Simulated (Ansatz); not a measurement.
**TaN (P-6m2), an elastic constant from a strain scan**

Theory: DFT r2SCAN, scalar-relativistic, plane waves, PAW (Ansatz). Cutoff 500 eV, Γ-centred 18×18×16 k-points, Gaussian smearing of 0.15 eV. Spin–orbit coupling is left out, which can shift energies with elements as heavy as these. No spin polarisation. Energies are free energies at this smearing, counted from the undisturbed cell; pressure is positive in compression.

Reference structure (as given, not relaxed at this level; it stands at -0.2 GPa; this form isn't the usual structure):

```xyz
2
Lattice="2.9380 0.0000 0.0000 -1.4690 2.5444 0.0000 0.0000 0.0000 2.8830" Properties=species:S:1:pos:R:3 pbc="T T T"
Ta    0.0000    1.6963    1.4415
N    -1.4690    2.5444    0.0000
```

The cell is strained by ε times the Voigt pattern (0, 0, 0, 0, 0, 1) (xx, yy, zz, yz, xz, xy; engineering shear) with fractional coordinates fixed. The cell holds 2 atoms in V0 = 21.55 Å³. The stress column is τ = (1/V0) dE/dε, got from the stress tensor σ (compression positive) at each point as −det(1 + εP) σ : P(1 + εP)⁻¹, with P the pattern as a tensor.

```csv
ε,ΔE (meV/atom),τ (GPa)
-0.0525,22.261,-12.891
-0.0450,16.250,-10.948
-0.0375,11.212,-9.035
-0.0300,7.129,-7.161
-0.0225,3.982,-5.318
-0.0150,1.758,-3.507
-0.0075,0.437,-1.736
0.0000,0.000,0.000
0.0075,0.437,1.736
0.0150,1.758,3.507
0.0225,3.982,5.318
0.0300,7.129,7.161
0.0375,11.212,9.035
0.0450,16.250,10.948
0.0525,22.261,12.891
0.0600,?,?
```

Task: Which combination of elastic constants does this scan measure, and how large is it?

Result: For small ε, τ = τ0 + Kε with K = pᵀCp, which for this pattern is C66 in the Cartesian frame shown. The parabola through τ at ε = -0.0075, 0 and 0.0075 has slope K = 232 GPa at zero. The energies per cell, E = NΔE, of the same two points give K = 2[E(ε₊)/ε₊ − E(ε₋)/ε₋]/[(ε₊ − ε₋)V0] = 231 GPa, in agreement. These are clamped-ion values.

Task: Predict the withheld row at ε = 0.0600 from the harmonic law, and compare.

Result: ΔE = V0(τ0 ε + Kε²/2)/N = 28.029 meV/atom and τ = 13.89 GPa. The calculation gives 29.256 meV/atom and 14.84 GPa, a miss of 4.4 % of the harmonic energy, so the harmonic law still holds here.

Forces appear on the atoms along this scan, and letting them relax would lower the energy and soften the response. In a metal these slopes depend on the k mesh and the smearing.